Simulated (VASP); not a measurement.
Crystal: GaSb.

```
CELL_PARAMETERS angstrom
0.00000 3.05900 3.05900
3.05900 0.00000 3.05900
3.05900 3.05900 0.00000
ATOMIC_POSITIONS crystal
Sb 0.75000 0.75000 0.75000
Ga 0.00000 0.00000 0.00000
```

```yaml
Program: VASP 6.6.1
Task: relaxation of cell and atoms
Functional: PBE
Potentials_or_basis: VASP PAW PBE potentials, release 54 (Sb, Ga_d)
Cutoff: 600 eV
k_mesh: 8 × 8 × 8
Occupations: fermi-dirac, width 0.05 eV
Spin: no spin polarisation
```

At the start: pressure 2.4 GPa; volume 28.62 Å³/atom.

Task: How do energy, volume and symmetry change on relaxing?

Result: Over 3 steps the energy falls by 10.2 meV/atom and the volume is 30.04 Å³/atom (+4.9 %); space group F-43m (No. 216, to 0.05 Å).

The path:
| step | energy change (eV) | largest force (eV/Å) | pressure (GPa) | volume (Å³) |
| --- | --- | --- | --- | --- |
| 1 | 0.0000 | 0.0000 | 2.40 | 57.25 |
| 2 | -0.0189 | 0.0000 | -0.57 | 60.88 |
| 3 | -0.0203 | 0.0000 | -0.03 | 60.08 |

Final structure:
```
Sb Ga
1.0
     0.00000    3.10854    3.10854
     3.10854    0.00000    3.10854
     3.10854    3.10854    0.00000
Sb Ga
1 1
Cartesian
  4.6628 4.6628 4.6628
  0.0000 0.0000 0.0000
```
